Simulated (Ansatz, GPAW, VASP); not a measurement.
# CaO: programs and potentials compared

```
Ca O
1.0
     0.00000    2.40356    2.40356
     2.40356    0.00000    2.40356
     2.40356    2.40356    0.00000
Ca O
1 1
Direct
  0.00000 0.00000 0.00000
  0.50000 0.50000 0.50000
```

The cell is a database's computed one, not the measured one.

Alike in all runs: task single point; functional PBE; k mesh 10 × 10 × 10; occupations gaussian, width 0.05 eV; no spin polarisation; no spin-orbit coupling. Pressure is positive in compression and, in plane waves, holds the error of the finite cutoff.

```csv
program and potentials,plane-wave cutoff (eV),notes,band gap (eV),pressure (GPa)
"Ansatz, all-electron LAPW, scalar-relativistic",-,-,3.65,1.60
"GPAW, GPAW PAW data sets (gpaw-data 1.2.1)",800,-,3.69,2.16
"VASP, PBE PAW files Ca_sv, O, release 54, 520 eV",520,-,3.64,2.19
```

The band gap spans 3.64 (VASP, PBE PAW files Ca_sv, O, release 54, 520 eV) to 3.69 eV (GPAW, GPAW PAW data sets (gpaw-data 1.2.1)), with all-electron results at 3.65. The pressure spans 1.60 (Ansatz, all-electron LAPW, scalar-relativistic) to 2.19 GPa (VASP, PBE PAW files Ca_sv, O, release 54, 520 eV), with all-electron results at 1.60. The gap is indirect and read on the mesh alone.

Differences between rows come from potentials, basis sets and numerical settings, since the functional is the same but for its coding. Runs on potential files found faulty are left out.
